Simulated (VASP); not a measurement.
Write the native input for VASP 6.6.1 that does the following.

* Task: single point
* Functional: r2SCAN
* Potentials or basis: VASP PAW PBE potentials, release 64 (Al, O)
* Cutoff: 520 eV
* k mesh: 6 × 6 × 6
* Occupations: gaussian, width 0.1 eV
* Spin: no spin polarisation
* Dipole correction: no
* Further INCAR settings: ALGO = Normal; EDIFF = 1e-06; NBANDS = 35

Al2O3 (Corundum):

```
Al O
1.0
     2.38025    1.37424    4.33187
    -2.38025    1.37424    4.33187
     0.00000   -2.74848    4.33187
Al O
4 6
Direct
  0.35216 0.35216 0.35216
  0.14784 0.14784 0.14784
  0.64784 0.64784 0.64784
  0.85216 0.85216 0.85216
  0.55668 0.94332 0.25000
  0.25000 0.55668 0.94332
  0.94332 0.25000 0.55668
  0.44332 0.05668 0.75000
  0.75000 0.44332 0.05668
  0.05668 0.75000 0.44332
```

The input as run:

POSCAR

```
Al2O3
1.0
    2.3802500000      1.3742379782      4.3318666667
   -2.3802500000      1.3742379782      4.3318666667
    0.0000000000     -2.7484759565      4.3318666667
Al O
4 6
Direct
    0.3521600000      0.3521600000      0.3521600000
    0.1478400000      0.1478400000      0.1478400000
    0.6478400000      0.6478400000      0.6478400000
    0.8521600000      0.8521600000      0.8521600000
    0.5566800000      0.9433200000      0.2500000000
    0.2500000000      0.5566800000      0.9433200000
    0.9433200000      0.2500000000      0.5566800000
    0.4433200000      0.0566800000      0.7500000000
    0.7500000000      0.4433200000      0.0566800000
    0.0566800000      0.7500000000      0.4433200000
```

INCAR.step1

```
SYSTEM = Al2O3
PREC = Accurate ; ENCUT = 520
ISMEAR = 0 ; SIGMA = 0.1
LREAL = .FALSE. ; LASPH = .TRUE.
NELM = 100 ; NBANDS = 35
GGA = PE ; ALGO = Normal
EDIFF = 1E-4 ; LWAVE = .TRUE.
LCHARG = .FALSE.
```

INCAR.step2

```
SYSTEM = Al2O3
PREC = Accurate ; ENCUT = 520
EDIFF = 1E-6 ; ISMEAR = 0
SIGMA = 0.1 ; LREAL = .FALSE.
LASPH = .TRUE. ; NELM = 100
ALGO = Normal ; ISIF = 2
LWAVE = .FALSE. ; LCHARG = .TRUE.
METAGGA = R2SCAN ; LMIXTAU = .TRUE.
LELF = .TRUE. ; LVHAR = .TRUE.
NBANDS = 35 ; ISTART = 1
```

KPOINTS

```
Automatic mesh
0
G
  6 6 6
  0 0 0
```

Potentials or basis: VASP PAW PBE potentials, release 64 (Al, O).

Launch:

```bash
$ cat potpaw_PBE.64/Al/POTCAR potpaw_PBE.64/O/POTCAR > POTCAR
$ cp INCAR.step1 INCAR
$ mpirun -np 1 vasp_std > vasp.out
$ cp INCAR.step2 INCAR
$ mpirun -np 1 vasp_std > vasp.out
```

Results of the run:

```json
{
  "Pressure": "-0.7 GPa",
  "Largest force": "0.080 eV/Å",
  "Band gap on the k mesh": "7.13 eV, direct"
}
```

Caveat: the PAW data sets were made with another functional, which shifts forces and pressure a little.

Wall time 5.8 min on 1 thread of Intel(R) Xeon(R) Platinum 8375C CPU @ 2.90GHz (Ice Lake), on a shared host, peak memory 0.28 GiB.
